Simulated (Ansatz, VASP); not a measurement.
**One calculation of AgCl, two programs**

The input INCAR:

```
ALGO     = Normal         # electronic algorithm
EDIFF    = 1E-6           # SCF threshold, eV
ENCUT    = 520            # plane-wave cutoff, eV
GGA      = PE             # functional
ISIF     = 2              # what is computed and relaxed
ISMEAR   = -1             # smearing method
LASPH    = True           # aspherical terms in the spheres
LCHARG   = True           # write CHGCAR
LELF     = True           # ELF
LREAL    = False          # projectors in reciprocal space
LVHAR    = True         
LWAVE    = False          # write WAVECAR
NBANDS   = 16             # bands
NELM     = 80             # most SCF steps
PREC     = Accurate       # precision mode
SIGMA    = 0.02           # smearing width, eV
```

File KPOINTS:

```
k-points
0
Gamma
  8 8 8
```

Contents of POSCAR:

```
AgCl
1.0
    0.0000000000      2.8096430007      2.8096430007
    2.8096430007      0.0000000000      2.8096430007
    2.8096430007      2.8096430007      0.0000000000
Ag Cl
1 1
Direct
    0.5000000000      0.5000000000      0.5000000000
    0.0000000000      0.0000000000      0.0000000000
```

Input for Ansatz:

```yaml
crystal:
  lattice:
    - [0.0, 2.8096430007, 2.8096430007]
    - [2.8096430007, 0.0, 2.8096430007]
    - [2.8096430007, 2.8096430007, 0.0]
  atoms:
    - { symbol: Ag, position: [0.5, 0.5, 0.5] }
    - { symbol: Cl, position: [0.0, 0.0, 0.0] }
kpoints:
  mp_grid: { grid: [8, 8, 8] }
  band_path:
    path:
      - [0.0, 0.0, 0.0]
      - [0.5, 0.0, 0.5]
      - [0.625, 0.25, 0.625]
      - [0.375, 0.375, 0.75]
      - [0.0, 0.0, 0.0]
      - [0.5, 0.5, 0.5]
      - [0.5, 0.25, 0.75]
      - [0.5, 0.0, 0.5]
    npoints: 5
scf:
  occupations: { method: fermi_dirac, width: 0.02 }
hamiltonian:
  xc: pbe
  pseudopotentials: { kind: all_electron, lapw: { basis_error: 0.0005 } }
output:
  forces: true
  stress: true
  eigenvalues: true
```

Change from the starting cell: volume scaled by 1.04.

Alike in both runs: task single point; functional PBE; k mesh 8 × 8 × 8; occupations fermi-dirac, width 0.02 eV; no spin polarisation.

```csv
,VASP,Ansatz
version,VASP 6.6.1,Ansatz 0.2.0
potentials or method,"VASP PAW PBE potentials, release 64 (Ag, Cl)","all-electron LAPW, scalar-relativistic"
plane-wave cutoff (eV),520,see its input
```

Ansatz gave:

```
gap on the k mesh at the Fermi level (eV) : 0.93
pressure (GPa)                            : -0.2
```

Q: What did VASP give for the same quantities?

A: gap on the k mesh at the Fermi level (eV): 0.92; pressure (GPa): -0.3.

Ansatz ran all-electron here, so the differences hold the error of VASP's frozen core and of both bases.

A k mesh can miss the band edges.
